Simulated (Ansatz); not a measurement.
# Pb in Ansatz: the effect of target pressure

Pb:

```
CELL_PARAMETERS angstrom
0.00000 3.43900 3.43900
3.43900 0.00000 3.43900
3.43900 3.43900 0.00000
ATOMIC_POSITIONS crystal
Pb 0.25000 0.25000 0.25000
Pb 0.00000 0.00000 0.00000
```

This isn't the form of Pb at room conditions, which is fcc.

Alike in all runs:

- Program: Ansatz 0.2.0
- Task: relaxation of cell and atoms
- Functional: PBEsol
- Potentials or basis: Ansatz PAW
- Cutoff: 420 eV (not typed: the program's choice for these potentials)
- k mesh: 7 × 7 × 7
- Occupations: fermi-dirac, width 0.05 eV
- Spin: no spin polarisation

Each run relaxes the cell or the atoms first.

Q: One run gave: relaxed volume 30.28 Å³/atom. Which target pressure did it use?
A. 2 GPa
B. 30 GPa
C. 10 GPa
D. 0 GPa
E. 20 GPa

A: E.

```csv
target pressure,relaxed volume (Å³/atom)
0 GPa,41.26
2 GPa,38.97
5 GPa,36.54
10 GPa,33.74
20 GPa,30.28
30 GPa,28.06
```

Caveats: the plane-wave basis is chosen anew once the cell has moved, so the energies of steps on either side of that aren't comparable; the PAW data sets come from PBE, with cores solved anew for the run's functional, which leaves a small shift of forces and pressure; the volume moved by over 15 % at a fixed basis, so the end points are rough (some runs).
